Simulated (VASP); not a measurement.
# CdF2 (Fm-3m) in VASP: single point with PBE+D3(BJ)

Aim: the single point of CdF2 with PBE+D3(BJ).

All numbers are computed with VASP 6.6.1; they aren't measurements. Logs are shortened: lines on timing, memory, paths and dates and some standing lists are left out, and cuts for length are marked.

**1. Starting point**

The structure is cubic, space group Fm-3m (No. 225). The conventional cell has a = 5.444 Å, b = 5.444 Å, c = 5.444 Å, α = 90.00°, β = 90.00°, γ = 90.00°. Cd (site symmetry m-3m) is surrounded by 8 F at 2.36 Å. Around F (site symmetry -43m) lie 4 Cd at 2.36 Å.

**2. Single point, PBE+D3(BJ)**

INCAR

```
ALGO     = Fast           # electronic algorithm
EDIFF    = 1E-6           # SCF threshold, eV
ENCUT    = 520            # plane-wave cutoff, eV
GGA      = PE             # functional
ISIF     = 2              # what is computed and relaxed
ISMEAR   = 0              # smearing method
IVDW     = 12             # dispersion correction
LASPH    = True           # aspherical terms in the spheres
LCHARG   = False          # write CHGCAR
LREAL    = False          # projectors in reciprocal space
LWAVE    = False          # write WAVECAR
NBANDS   = 20             # bands
NELM     = 80             # most SCF steps
PREC     = Accurate       # precision mode
SIGMA    = 0.02           # smearing width, eV
```

KPOINTS

```
k-points
0
Gamma
  8 8 8
```

POSCAR

```
CdF2
1.0
    0.0000000000      2.7222408727      2.7222408727
    2.7222408727      0.0000000000      2.7222408727
    2.7222408727      2.7222408727      0.0000000000
Cd F
1 2
Direct
    0.0000000000      0.0000000000      0.0000000000
    0.2500000000      0.2500000000      0.2500000000
    0.7500000000      0.7500000000      0.7500000000
```

Potentials or basis: VASP PAW PBE potentials, release 64 (Cd, F).

The run is started by

```
> cat potpaw_PBE.64/Cd/POTCAR potpaw_PBE.64/F/POTCAR > POTCAR
> mpirun -np 1 vasp_std > vasp.out
```

OUTCAR:

```text
EDIFF = 1E-6
   ENCUT = 520
   GGA = PE
   ISIF = 2
   ISMEAR = 0
   IVDW = 12
   LASPH = True
   LREAL = False
   NELM = 80
   PREC = Accurate
 IVDW          = 12

 ion  position               nearest neighbor table
   1  0.000  0.000  0.000-   3 2.36   3 2.36   3 2.36   2 2.36   2 2.36   2 2.36   3 2.36   2 2.36

   2  0.250  0.250  0.250-   1 2.36   1 2.36   1 2.36   1 2.36
   3  0.750  0.750  0.750-   1 2.36   1 2.36   1 2.36   1 2.36

  LATTYP: Found a face centered cubic cell.
 ALAT       =     5.4444817454

  Lattice vectors:

 A1 = (   0.0000000000,   2.7222408727,   2.7222408727)
 A2 = (   2.7222408727,   0.0000000000,   2.7222408727)
 A3 = (   2.7222408727,   2.7222408727,   0.0000000000)

Analysis of symmetry for initial positions (statically):
=====================================================================
 Subroutine PRICEL returns:
 Original cell was already a primitive cell.

 Routine SETGRP: Setting up the symmetry group for a
 face centered cubic supercell.

 Subroutine GETGRP returns: Found 48 space group operations
 (whereof 48 operations were pure point group operations)
 out of a pool of 48 trial point group operations.

The static configuration has the point symmetry O_h .

Analysis of symmetry for dynamics (positions and initial velocities):
=====================================================================
 Subroutine PRICEL returns:
 Original cell was already a primitive cell.

 Routine SETGRP: Setting up the symmetry group for a
 face centered cubic supercell.

 Subroutine GETGRP returns: Found 48 space group operations
 (whereof 48 operations were pure point group operations)
 out of a pool of 48 trial point group operations.

The dynamic configuration has the point symmetry O_h .

 Subroutine INISYM returns: Found 48 space group operations
 (whereof 48 operations are pure point group operations),
 and found     1 'primitive' translations

----------------------------------------------------------------------------------------

                                     Primitive cell

  volume of cell :      40.3469

  direct lattice vectors                    reciprocal lattice vectors
     0.000000000  2.722240873  2.722240873    -0.183672211  0.183672211  0.183672211
     2.722240873  0.000000000  2.722240873     0.183672211 -0.183672211  0.183672211
     2.722240873  2.722240873  0.000000000     0.183672211  0.183672211 -0.183672211

  length of vectors
     3.849829962  3.849829962  3.849829962     0.318129601  0.318129601  0.318129601

  position of ions in fractional coordinates (direct lattice)
     0.000000000  0.000000000  0.000000000
     0.250000000  0.250000000  0.250000000
     0.750000000  0.750000000  0.750000000

  ion indices of the primitive-cell ions
   primitive index   ion index
                 1           1
                 2           2
                 3           3

----------------------------------------------------------------------------------------

 KPOINTS: k-points

Automatic generation of k-mesh.
 Grid dimensions read from file:
 generate k-points for:    8    8    8

 Generating k-lattice:

  Cartesian coordinates                     Fractional coordinates (reciprocal lattice)
    -0.022959026  0.022959026  0.022959026     0.125000000  0.000000000  0.000000000
     0.022959026 -0.022959026  0.022959026     0.000000000  0.125000000  0.000000000
     0.022959026  0.022959026 -0.022959026     0.000000000  0.000000000  0.125000000

  Length of vectors
     0.039766200  0.039766200  0.039766200

  Shift w.r.t. Gamma in fractional coordinates (k-lattice)
     0.000000000  0.000000000  0.000000000

 Subroutine IBZKPT returns following result:
 ===========================================

 Found     29 irreducible k-points:

 Following reciprocal coordinates:
            Coordinates               Weight
  0.000000  0.000000  0.000000      1.000000
  0.125000  0.000000  0.000000      8.000000
  0.250000  0.000000  0.000000      8.000000
  0.375000  0.000000  0.000000      8.000000
  0.500000  0.000000  0.000000      4.000000
  0.125000  0.125000  0.000000      6.000000
[... 16 lines left out ...]
  0.500000  0.250000  0.125000     48.000000
 -0.375000  0.250000  0.125000     24.000000
 [... further k-points ...]
   k-points           NKPTS =     29   k-points in BZ     NKDIM =     29   number of bands    NBANDS=     20
   number of dos      NEDOS =    301   number of ions     NIONS =      3
   total plane-waves  NPLWV =  27000
   dimension x,y,z NGX =    30 NGY =   30 NGZ =   30
   dimension x,y,z NGXF=    60 NGYF=   60 NGZF=   60
   ions per type =               1   2
   NGX,Y,Z   is equivalent  to a cutoff of  12.95, 12.95, 12.95 a.u.
   NGXF,Y,Z  is equivalent  to a cutoff of  25.91, 25.91, 25.91 a.u.
 SYSTEM =  unknown system
   PREC   = accura    normal or accurate (medium, high low for compatibility)
   ISTART =      0    job   : 0-new  1-cont  2-samecut
   ICHARG =      2    charge: 1-file 2-atom 10-const
   ISPIN  =      1    spin polarized calculation?
   LNONCOLLINEAR =      F non collinear calculations
   LSORBIT =      F    spin-orbit coupling
   LASPH  =      T    aspherical Exc in radial PAW
   ENCUT  =  520.0 eV  38.22 Ry    6.18 a.u.   7.16  7.16  7.16*2*pi/ulx,y,z
   NELM   =     80;   NELMIN=  2; NELMDL= -5     # of ELM steps
   EDIFF  = 0.1E-05   stopping-criterion for ELM
   LREAL  =      F    real-space projection
   EDIFFG = 0.1E-04   stopping-criterion for IOM
   NSW    =      0    number of steps for IOM
   IBRION =     -1    ionic relax: 0-MD 1-quasi-New 2-CG
   NFREE  =      0    steps in history (QN), initial steepest desc. (CG)
   ISIF   =      2    stress and relaxation
   ISYM   =      2    0-nonsym 1-usesym 2-fastsym
   POTIM  = 0.5000    time-step for ionic-motion
   TEBEG  =    0.0;   TEEND  =   0.0 temperature during run
   PSTRESS=    0.0 pullay stress
   NELECT =      26.0000    total number of electrons
   NUPDOWN=      -1.0000    fix difference up-down
   EMIN   =  10.00;   EMAX   =-10.00  energy-range for DOS
   EFERMI =   0.00;   METHOD = LEGACY
   ISMEAR =     0;   SIGMA  =   0.02  broadening in eV -4-tet -1-fermi 0-gaus
   EFERMI_NEDOS =   21; number of points for ismear=-14 and -15
   IALGO  =     68    algorithm
   IMIX   =      4    mixing-type and parameters
     AMIX     =   0.40;   BMIX     =  1.00
     AMIX_MAG =   1.60;   BMIX_MAG =  1.00
  volume/ion in A,a.u.               =      13.45        90.76
  Fermi-wavevector in a.u.,A,eV,Ry     =   1.414043  2.672155 27.205103  1.999519
  Thomas-Fermi vector in A             =   2.535626
   LORBIT       =      0    0 simple, 1 ext, 2 COOP (PROOUT), +10 PAW based schemes
   GGA     = PE    functional components
   LHFCALC =     F    Hartree Fock is set to
   AEXX    =    0.0000 exact exchange contribution
   IVDW    =    12    specifies the selected vdW correction
   LEPSILON=     F    determine dielectric tensor
   LRPA    =     F    only Hartree local field effects (RPA)
 non-spin polarized calculation
 RMM-DIIS sequential band-by-band and
 Gauss-broadening in eV      SIGMA  =   0.02
  energy-cutoff  :      520.00
  volume of cell :       40.35
 maximum number of plane-waves:      1106
 NGX is ok and might be reduce to    30
   NGX = 15   NGY = 15   NGZ = 15

 number of electron      25.9999986 magnetization

 Free energy of the ion-electron system (eV)
  ---------------------------------------------------
  ext. energy  EPLUGINS =         0.00000000
  ---------------------------------------------------
  free energy    TOTEN  =       -10.89559831 eV

  energy without entropy =      -10.89559831  energy(sigma->0) =      -10.89559831

 E-fermi :  -1.4288     XC(G=0): -10.2430

 val. band max:       -1.5410756102   @ k =  -0.2500   0.5000   0.2500
 cond. band min:       1.4155788132   @ k =   0.0000   0.0000   0.0000
 fundamental gap:      2.9566544234
 Fermi energy:        -1.4287520008

 k-point     1 :       0.0000    0.0000    0.0000
  band No.  band energies     occupation
      1     -22.1767      2.00000
      2     -21.1568      2.00000
      3      -7.0695      2.00000
      4      -7.0695      2.00000
      5      -7.0695      2.00000
      6      -5.9944      2.00000
[... 12 lines left out ...]
     19      18.1292      0.00000
     20      18.1292      0.00000

 k-point     2 :       0.1250    0.0000    0.0000
  band No.  band energies     occupation
      1     -22.1314      2.00000
      2     -21.1970      2.00000
      3      -7.0153      2.00000
      4      -7.0153      2.00000
      5      -6.9169      2.00000
      6      -6.0094      2.00000
[... 12 lines left out ...]
     19      17.7224      0.00000
     20      17.7224      0.00000

 k-point     3 :       0.2500    0.0000    0.0000
  band No.  band energies     occupation
      1     -22.0070      2.00000
      2     -21.3074      2.00000
      3      -6.8915      2.00000
      4      -6.8915      2.00000
      5      -6.5103      2.00000
      6      -6.0204      2.00000
[... 12 lines left out ...]
     19      17.0547      0.00000
     20      17.7064      0.00000

 k-point     4 :       0.3750    0.0000    0.0000
  band No.  band energies     occupation
      1     -21.8356      2.00000
      2     -21.4622      2.00000
      3      -6.7917      2.00000
      4      -6.7917      2.00000
      5      -6.0126      2.00000
      6      -5.9739      2.00000
[... 429 lines left out ...]
 k-point    23 :       0.5000    0.2500    0.1250
  band No.  band energies     occupation
      1     -21.7822      2.00000
      2     -21.4961      2.00000
      3      -6.6715      2.00000
      4      -6.5915      2.00000
      5      -6.1840      2.00000
      6      -5.9808      2.00000
[... 12 lines left out ...]
     19      17.1541      0.00000
     20      20.0409      0.00000

 k-point    24 :      -0.3750    0.2500    0.1250
  band No.  band energies     occupation
      1     -21.6516      2.00000
      2     -21.6186      2.00000
      3      -6.6442      2.00000
      4      -6.5566      2.00000
      5      -6.0303      2.00000
      6      -6.0169      2.00000
[... 12 lines left out ...]
     19      16.9463      0.00000
     20      20.4926      0.00000

 [... further k-points ...]

------------------------ aborting loop because EDIFF is reached ----------------------------------------

 Edisp (eV)   -0.48661

 E8    (eV) :    -0.1841

  FORCE on cell =-STRESS in cart. coord.  units (eV):
  Direction    XX          YY          ZZ          XY          YZ          ZX
  --------------------------------------------------------------------------------------
  -------------------------------------------------------------------------------------
  Total       0.15320     0.15320     0.15320    -0.00000    -0.00000    -0.00000
  in kB       6.08361     6.08361     6.08361    -0.00000    -0.00000    -0.00000
  external pressure =        6.08 kB  Pullay stress =        0.00 kB

 VOLUME and BASIS-vectors are now :
 -----------------------------------------------------------------------------
  energy-cutoff  :      520.00
  volume of cell :       40.35
      direct lattice vectors                 reciprocal lattice vectors
     0.000000000  2.722240873  2.722240873    -0.183672211  0.183672211  0.183672211
     2.722240873  0.000000000  2.722240873     0.183672211 -0.183672211  0.183672211
     2.722240873  2.722240873  0.000000000     0.183672211  0.183672211 -0.183672211

 POSITION                                       TOTAL-FORCE (eV/Angst)
 -----------------------------------------------------------------------------------
      0.00000      0.00000      0.00000         0.000000      0.000000      0.000000
      1.36112      1.36112      1.36112        -0.000000     -0.000000     -0.000000
      4.08336      4.08336      4.08336         0.000000      0.000000      0.000000
 -----------------------------------------------------------------------------------
    total drift:                                0.000000     -0.000000      0.000000

  FREE ENERGIE OF THE ION-ELECTRON SYSTEM (eV)
  ---------------------------------------------------
  free  energy   TOTEN  =       -11.3822053233 eV

  energy  without entropy=      -11.3822053233  energy(sigma->0) =      -11.38220532
```

Run time: 28 s. Hardware: 1 thread of Intel Xeon Platinum 8488C (Sapphire Rapids), shared host; peak memory 0.18 GiB.

Results:

| Quantity | Value |
| --- | --- |
| Free energy | -11.3822 eV |
| Pressure | 0.6 GPa |
| Band gap on the k mesh | 2.96 eV, indirect (least direct gap 3.49 eV) |
| Dispersion energy per atom | -0.162 eV |

A k mesh can miss the band edges. A hybrid or GW would open this gap; PBE tends to underestimate it.
